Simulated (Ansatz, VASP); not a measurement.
# One calculation of NiO, two programs

Contents of INCAR:

```
ALGO = Normal
EDIFF = 1E-6
ENCUT = 520
GGA = PE
ISIF = 2
ISMEAR = 0
ISPIN = 2
LASPH = True
LCHARG = True
LELF = True
LMAXMIX = 4
LORBIT = 11
LREAL = False
LWAVE = False
MAGMOM = 1 0
NELM = 150
PREC = Accurate
SIGMA = 0.02
```

The input KPOINTS:

```
k-points
0
Gamma
  11 11 11
```

Contents of POSCAR:

```
NiO
1.0
    0.0000000000      2.0859016414      2.0859016414
    2.0859016414      0.0000000000      2.0859016414
    2.0859016414      2.0859016414      0.0000000000
Ni O
1 1
Direct
    0.0000000000      0.0000000000      0.0000000000
    0.5000000000      0.5000000000      0.5000000000
```

The input input.yaml:

```yaml
crystal:
  lattice:
    - [0.0, 2.0859016414, 2.0859016414]
    - [2.0859016414, 0.0, 2.0859016414]
    - [2.0859016414, 2.0859016414, 0.0]
  atoms:
    - { symbol: Ni, position: [0.0, 0.0, 0.0], spin: 1.0 }
    - { symbol: O, position: [0.5, 0.5, 0.5] }
hamiltonian:
  xc: pbe
  pseudopotentials: { kind: paw }
magnetization:
  spin_polarized: true
kpoints:
  mp_grid: { grid: [11, 11, 11] }
scf:
  occupations: { method: gaussian, width: 0.02 }
output:
  forces: true
  stress: true
  eigenvalues: true
  write_density: true
  write_potential: true
  elf: true
  volumetric_format: npy
```

Alike in both runs: functional PBE; k mesh 11 × 11 × 11; occupations gaussian, width 0.02 eV; collinear spin, ferromagnetic start.

|  | VASP | Ansatz |
| --- | --- | --- |
| version | VASP 6.6.1 | Ansatz 0.2.0 |
| potentials or method | VASP PAW PBE potentials, release 64 (Ni, O) | Ansatz PAW |
| plane-wave cutoff (eV) | 520 | 420 |
| valence electrons in the cell | 16 | 24 |
| task | electron localisation function | single point |

|  | VASP | Ansatz | Ansatz less VASP |
| --- | --- | --- | --- |
| gap on the k mesh at the Fermi level (eV) | none | none | - |
| pressure (GPa) | 6.1 | 6.3 | +0.26 |
| net moment per atom (μB) | 0.89 | 0.90 | +0.009 |
| size of the moment on the site where the two differ most (μB) | 0.27 | 0.29 | +0.018 |

Site moments also hang on the region over which each program counts them. A gap of «none» marks a metal or a gap that the smearing closes. The two sets of potentials don't hold the same shells in valence.

Caveats: a cell with one magnetic atom can't hold antiferromagnetic order, which such compounds often take; semilocal functionals often make such compounds metallic where correlation or magnetic order opens a gap, which also shifts bond lengths; the pressure holds a Pulay correction of +0.7 GPa for the finite cutoff (Ansatz). With open d or f shells a metallic result of PBE can be an artefact of self-interaction; +U or a hybrid may open a gap.
